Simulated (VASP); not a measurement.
# Te2Mo in VASP: a series of runs

The runs below take Te2Mo through single point, relaxation of the atoms, with PBE+D3(BJ).

Program: VASP 6.6.1. These are calculated values, not measurements. Logs are shortened: lines on timing, memory, paths and dates and some standing lists are left out, and cuts for length are marked.

## Step 1: The sheet as given

The cell holds a sheet with vacuum, 3 atoms: a = 3.520 Å, b = 3.520 Å, c = 31.040 Å, α = 90.00°, β = 90.00°, γ = 120.00°.

The cell was built by a generator and needn't be a form met in nature.

## Step 2: Single point, PBE+D3(BJ)

File INCAR:

```
ALGO = Fast
DIPOL = 0.5 0.5 0.348
EDIFF = 1E-7
ENCUT = 520
GGA = PE
IDIPOL = 3
ISIF = 2
ISMEAR = 0
IVDW = 12
LASPH = T
LCHARG = F
LDIPOL = T
LREAL = F
LWAVE = F
NBANDS = 20
NELM = 100
PREC = Accurate
SIGMA = 0.02
```

File KPOINTS:

```
k-points
0
Gamma
  12 12 1
```

File POSCAR:

```
Te2Mo
1.0
    3.5200000000      0.0000000000      0.0000000000
   -1.7600000000      3.0484094213      0.0000000000
    0.0000000000      0.0000000000     31.0399999993
Te Mo
2 1
Direct
    0.6666666667      0.3333333333      0.2899200697
    0.6666666667      0.3333333333      0.4066005489
    0.3333333333      0.6666666667      0.3482603093
```

Potentials or basis: VASP PAW PBE potentials, release 64 (Te, Mo_sv).

Run with:

```
> cat potpaw_PBE.64/Te/POTCAR potpaw_PBE.64/Mo_sv/POTCAR > POTCAR
> mpirun -np 1 vasp_std > vasp.out
```

OUTCAR:

```text
EDIFF = 1E-7
   ENCUT = 520
   GGA = PE
   ISIF = 2
   ISMEAR = 0
   IVDW = 12
   LASPH = T
   LREAL = F
   NELM = 100
   PREC = Accurate
 IVDW          = 12

 ion  position               nearest neighbor table
   1  0.667  0.333  0.290-   3 2.72   3 2.72   3 2.72   2 3.62
   2  0.667  0.333  0.407-   3 2.72   3 2.72   3 2.72   1 3.62
   3  0.333  0.667  0.348-   1 2.72   2 2.72   1 2.72   2 2.72   1 2.72   2 2.72

  LATTYP: Found a hexagonal cell.
 ALAT       =     3.5200000000
 C/A-ratio  =     8.8181818180

  Lattice vectors:

 A1 = (   3.5200000000,   0.0000000000,   0.0000000000)
 A2 = (  -1.7600000000,   3.0484094213,   0.0000000000)
 A3 = (   0.0000000000,   0.0000000000,  31.0399999993)

Analysis of symmetry for initial positions (statically):
=====================================================================
 Subroutine PRICEL returns:
 Original cell was already a primitive cell.

 Routine SETGRP: Setting up the symmetry group for a
 hexagonal supercell.

 Subroutine GETGRP returns: Found 12 space group operations
 (whereof  6 operations were pure point group operations)
 out of a pool of 24 trial point group operations.

The static configuration has the point symmetry C_3v.
 The point group associated with its full space group is D_3h.

Analysis of symmetry for dynamics (positions and initial velocities):
=====================================================================
 Subroutine PRICEL returns:
 Original cell was already a primitive cell.

 Routine SETGRP: Setting up the symmetry group for a
 hexagonal supercell.

 Subroutine GETGRP returns: Found 12 space group operations
 (whereof  6 operations were pure point group operations)
 out of a pool of 24 trial point group operations.

The dynamic configuration has the point symmetry C_3v.
 The point group associated with its full space group is D_3h.

 Subroutine INISYM returns: Found 12 space group operations
 (whereof  6 operations are pure point group operations),
 and found     1 'primitive' translations

----------------------------------------------------------------------------------------

                                     Primitive cell

  volume of cell :     333.0717

  direct lattice vectors                    reciprocal lattice vectors
     3.520000000  0.000000000  0.000000000     0.284090909  0.164019963  0.000000000
    -1.760000000  3.048409421  0.000000000     0.000000000  0.328039926  0.000000000
     0.000000000  0.000000000 31.039999999     0.000000000  0.000000000  0.032216495

  length of vectors
     3.520000000  3.520000000 31.039999999     0.328039926  0.328039926  0.032216495

  position of ions in fractional coordinates (direct lattice)
     0.666666667  0.333333333  0.289920070
     0.666666667  0.333333333  0.406600549
     0.333333333  0.666666667  0.348260309

  ion indices of the primitive-cell ions
   primitive index   ion index
                 1           1
                 2           2
                 3           3

----------------------------------------------------------------------------------------

 KPOINTS: k-points

Automatic generation of k-mesh.
 Grid dimensions read from file:
 generate k-points for:   12   12    1

 Generating k-lattice:

  Cartesian coordinates                     Fractional coordinates (reciprocal lattice)
     0.023674242  0.013668330  0.000000000     0.083333333  0.000000000  0.000000000
     0.000000000  0.027336660  0.000000000     0.000000000  0.083333333  0.000000000
     0.000000000  0.000000000  0.032216495     0.000000000  0.000000000  1.000000000

  Length of vectors
     0.027336660  0.027336660  0.032216495

  Shift w.r.t. Gamma in fractional coordinates (k-lattice)
     0.000000000  0.000000000  0.000000000

 Subroutine IBZKPT returns following result:
 ===========================================

 Found     19 irreducible k-points:

 Following reciprocal coordinates:
            Coordinates               Weight
  0.000000  0.000000  0.000000      1.000000
  0.083333 -0.000000  0.000000      6.000000
  0.166667 -0.000000  0.000000      6.000000
  0.250000 -0.000000  0.000000      6.000000
  0.333333 -0.000000  0.000000      6.000000
  0.416667 -0.000000  0.000000      6.000000
[... 11 lines left out ...]
  0.333333  0.250000  0.000000     12.000000
  0.333333  0.333333  0.000000      2.000000
   k-points           NKPTS =     19   k-points in BZ     NKDIM =     19   number of bands    NBANDS=     20
   number of dos      NEDOS =    301   number of ions     NIONS =      3
   total plane-waves  NPLWV = 188160
   dimension x,y,z NGX =    28 NGY =   28 NGZ =  240
   dimension x,y,z NGXF=    56 NGYF=   56 NGZF=  480
   ions per type =               2   1
   NGX,Y,Z   is equivalent  to a cutoff of  13.22, 13.22, 12.85 a.u.
   NGXF,Y,Z  is equivalent  to a cutoff of  26.45, 26.45, 25.71 a.u.
 SYSTEM =  unknown system
   PREC   = accura    normal or accurate (medium, high low for compatibility)
   ISTART =      0    job   : 0-new  1-cont  2-samecut
   ICHARG =      2    charge: 1-file 2-atom 10-const
   ISPIN  =      1    spin polarized calculation?
   LNONCOLLINEAR =      F non collinear calculations
   LSORBIT =      F    spin-orbit coupling
   LASPH  =      T    aspherical Exc in radial PAW
   ENCUT  =  520.0 eV  38.22 Ry    6.18 a.u.   6.54  6.54 57.71*2*pi/ulx,y,z
   NELM   =    100;   NELMIN=  2; NELMDL= -5     # of ELM steps
   EDIFF  = 0.1E-06   stopping-criterion for ELM
   LREAL  =      F    real-space projection
   EDIFFG = 0.1E-05   stopping-criterion for IOM
   NSW    =      0    number of steps for IOM
   IBRION =     -1    ionic relax: 0-MD 1-quasi-New 2-CG
   NFREE  =      0    steps in history (QN), initial steepest desc. (CG)
   ISIF   =      2    stress and relaxation
   ISYM   =      2    0-nonsym 1-usesym 2-fastsym
   POTIM  = 0.5000    time-step for ionic-motion
   TEBEG  =    0.0;   TEEND  =   0.0 temperature during run
   PSTRESS=    0.0 pullay stress
   NELECT =      26.0000    total number of electrons
   NUPDOWN=      -1.0000    fix difference up-down
   EMIN   =  10.00;   EMAX   =-10.00  energy-range for DOS
   EFERMI =   0.00;   METHOD = LEGACY
   ISMEAR =     0;   SIGMA  =   0.02  broadening in eV -4-tet -1-fermi 0-gaus
   EFERMI_NEDOS =   21; number of points for ismear=-14 and -15
   IALGO  =     68    algorithm
   IMIX   =      4    mixing-type and parameters
     AMIX     =   0.40;   BMIX     =  1.00
     AMIX_MAG =   1.60;   BMIX_MAG =  1.00
  volume/ion in A,a.u.               =     111.02       749.23
  Fermi-wavevector in a.u.,A,eV,Ry     =   0.699659  1.322165  6.660370  0.489523
  Thomas-Fermi vector in A             =   1.783599
   LORBIT       =      0    0 simple, 1 ext, 2 COOP (PROOUT), +10 PAW based schemes
   GGA     = PE    functional components
   LHFCALC =     F    Hartree Fock is set to
   AEXX    =    0.0000 exact exchange contribution
   IVDW    =    12    specifies the selected vdW correction
   LEPSILON=     F    determine dielectric tensor
   LRPA    =     F    only Hartree local field effects (RPA)
 non-spin polarized calculation
 RMM-DIIS sequential band-by-band and
 Gauss-broadening in eV      SIGMA  =   0.02
  energy-cutoff  :      520.00
  volume of cell :      333.07
 maximum number of plane-waves:      9067
 NGX is ok and might be reduce to    28
   NGX = 13   NGY = 13   NGZ =115

 dipolmoment           0.000000      0.000000     -0.000002 electrons x Angstroem

 number of electron      25.9999999 magnetization

 dipolmoment           0.000000      0.000000      0.000000 electrons x Angstroem

 Free energy of the ion-electron system (eV)
  ---------------------------------------------------
  ext. energy  EPLUGINS =         0.00000000
  ---------------------------------------------------
  free energy    TOTEN  =       -18.01624544 eV

  energy without entropy =      -18.01624544  energy(sigma->0) =      -18.01624544

 E-fermi :  -1.8494     XC(G=0):  -2.7251

 val. band max:       -1.9654672131   @ k =   0.3333   0.3333   0.0000
 cond. band min:      -0.8163368276   @ k =   0.3333   0.3333   0.0000
 fundamental gap:      1.1491303856
 Fermi energy:        -1.8493784811

 k-point     1 :       0.0000    0.0000    0.0000
  band No.  band energies     occupation
      1     -62.6270      2.00000
      2     -36.7938      2.00000
      3     -36.6645      2.00000
      4     -36.6645      2.00000
      5     -14.6177      2.00000
      6     -13.6774      2.00000
[... 12 lines left out ...]
     19       2.4738      0.00000
     20       4.2552      0.00000

 k-point     2 :       0.0833   -0.0000    0.0000
  band No.  band energies     occupation
      1     -62.6263      2.00000
      2     -36.7919      2.00000
      3     -36.6732      2.00000
      4     -36.6665      2.00000
      5     -14.5203      2.00000
      6     -13.6093      2.00000
[... 12 lines left out ...]
     19       2.5925      0.00000
     20       3.0703      0.00000

 k-point     3 :       0.1667   -0.0000    0.0000
  band No.  band energies     occupation
      1     -62.6246      2.00000
      2     -36.7867      2.00000
      3     -36.6968      2.00000
      4     -36.6720      2.00000
      5     -14.2370      2.00000
      6     -13.4116      2.00000
[... 12 lines left out ...]
     19       2.9345      0.00000
     20       3.4054      0.00000

 k-point     4 :       0.2500   -0.0000    0.0000
  band No.  band energies     occupation
      1     -62.6222      2.00000
      2     -36.7796      2.00000
      3     -36.7290      2.00000
      4     -36.6795      2.00000
      5     -13.7985      2.00000
      6     -13.1079      2.00000
[... 314 lines left out ...]
 k-point    18 :       0.3333    0.2500    0.0000
  band No.  band energies     occupation
      1     -62.6164      2.00000
      2     -36.7709      2.00000
      3     -36.7628      2.00000
      4     -36.7311      2.00000
      5     -12.3682      2.00000
      6     -12.1383      2.00000
[... 12 lines left out ...]
     19       3.9943      0.00000
     20       5.1245      0.00000

 k-point    19 :       0.3333    0.3333    0.0000
  band No.  band energies     occupation
      1     -62.6161      2.00000
      2     -36.7618      2.00000
      3     -36.7618      2.00000
      4     -36.7454      2.00000
      5     -12.2683      2.00000
      6     -12.0681      2.00000
[... 12 lines left out ...]
     19       3.1654      0.00000
     20       5.3442      0.00000

------------------------ aborting loop because EDIFF is reached ----------------------------------------

 vacuum level on the upper side and lower side of the slab       (xc-potential included)        -0.007        -0.007

 Edisp (eV)   -1.19256

 E8    (eV) :    -0.5807

  FORCE on cell =-STRESS in cart. coord.  units (eV):
  Direction    XX          YY          ZZ          XY          YZ          ZX
  --------------------------------------------------------------------------------------
  -------------------------------------------------------------------------------------
  Total      -0.32731    -0.32731     0.03498     0.00000     0.00000     0.00000
  in kB      -1.57445    -1.57445     0.16825     0.00000     0.00000     0.00000
  external pressure =       -0.99 kB  Pullay stress =        0.00 kB

 VOLUME and BASIS-vectors are now :
 -----------------------------------------------------------------------------
  energy-cutoff  :      520.00
  volume of cell :      333.07
      direct lattice vectors                 reciprocal lattice vectors
     3.520000000  0.000000000  0.000000000     0.284090909  0.164019963  0.000000000
    -1.760000000  3.048409421  0.000000000     0.000000000  0.328039926  0.000000000
     0.000000000  0.000000000 31.039999999     0.000000000  0.000000000  0.032216495

 POSITION                                       TOTAL-FORCE (eV/Angst)
 -----------------------------------------------------------------------------------
      1.76000      1.01614      8.99912        -0.000000      0.000000     -0.012932
      1.76000      1.01614     12.62088        -0.000000      0.000000      0.012932
     -0.00000      2.03227     10.81000         0.000000     -0.000000      0.000000
 -----------------------------------------------------------------------------------
    total drift:                                0.000001     -0.000000     -0.000009

  FREE ENERGIE OF THE ION-ELECTRON SYSTEM (eV)
  ---------------------------------------------------
  free  energy   TOTEN  =       -19.2088009846 eV

  energy  without entropy=      -19.2088009846  energy(sigma->0) =      -19.20880098

 vacuum level on the upper side and lower side of the slab         2.884         2.884
```

Run time: 2.8 min. Hardware: 1 thread of Intel Xeon Platinum 8488C (Sapphire Rapids), shared host; peak memory 0.52 GiB.

What came out:

```yaml
Free_energy: -19.2088 eV
Largest_force: 0.013 eV/Å
Band_gap_on_the_k_mesh: 1.15 eV, direct
Dispersion_energy_per_atom: -0.398 eV
```

Forces in eV/Å, atoms in the order of the input:
```
Te   0.000  0.000 -0.013
Te   0.000  0.000  0.013
Mo   0.000  0.000  0.000
```

Caveat: spin-orbit coupling is left out, which moves the levels of the heavy elements.

## Step 3: Relaxation of the atoms, PBE+D3(BJ)

This run uses another cell than the first one, of 77.33 Å³/atom, 0.697 times its volume.

File INCAR:

```
PREC = Accurate
ENCUT = 520
EDIFF = 1E-6
ISMEAR = 0
SIGMA = 0.02
LREAL = F
LASPH = T
NELM = 100
ALGO = Normal
ISIF = 2
LWAVE = F
LCHARG = F
LDIPOL = T
IDIPOL = 3
DIPOL = 0.5 0.5 0.500
GGA = PE
IVDW = 12
IBRION = 2
NSW = 100
EDIFFG = -0.005
```

File KPOINTS:

```
regular mesh
0
Gamma
  12 12 1
```

File POSCAR:

```
Te2Mo
1.0
    3.5200000000      0.0000000000      0.0000000000
   -1.7600000000      3.0484094213      0.0000000000
    0.0000000000      0.0000000000     21.6200000000
Te Mo
2 1
Direct
    0.6666666667      0.3333333333      0.4162812211
    0.6666666667      0.3333333333      0.5837187789
    0.3333333333      0.6666666667      0.5000000000
```

Potentials or basis: VASP PAW PBE potentials, release 64 (Te, Mo_sv).

Run with:

```
> cat potpaw_PBE.64/Te/POTCAR potpaw_PBE.64/Mo_sv/POTCAR > POTCAR
> mpirun -np 1 vasp_std > vasp.out
```

Wall time 1.7 min (1 thread of Intel Xeon Platinum 8488C (Sapphire Rapids), shared host); peak memory 0.41 GiB.

The run converged. Its results:

```
Free energy                : -19.2103 eV
Energy gained by relaxing  : 0.0 meV/atom
Ionic steps                : 3
Band gap on the k mesh     : 1.15 eV, direct
Dispersion energy per atom : -0.398 eV
```

Final structure:
```yaml
crystal:
  lattice:
    - [3.52000, 0.00000, 0.00000]
    - [-1.76000, 3.04841, 0.00000]
    - [0.00000, 0.00000, 21.62000]
  atoms:
    - { symbol: Te, position: [0.66667, 0.33333, 0.41620] }
    - { symbol: Te, position: [0.66667, 0.33333, 0.58380] }
    - { symbol: Mo, position: [0.33333, 0.66667, 0.50000] }
```

Levels at points of the mesh, in eV from the valence-band top:
```
           k point  band 10  band 11  band 12  band 13  band 14  band 15  band 16  band 17
(0.00, 0.00, 0.00)    -1.62    -0.84    -0.84    -0.53     3.16     3.16     3.44     3.44
(0.50, 0.00, 0.00)    -2.28    -1.67    -0.76    -0.25     1.47     1.78     3.30     3.71
```

Caveat: spin-orbit coupling is left out, which moves the levels of the heavy elements. PBE gaps usually lie below the measured ones, often by a third to a half.
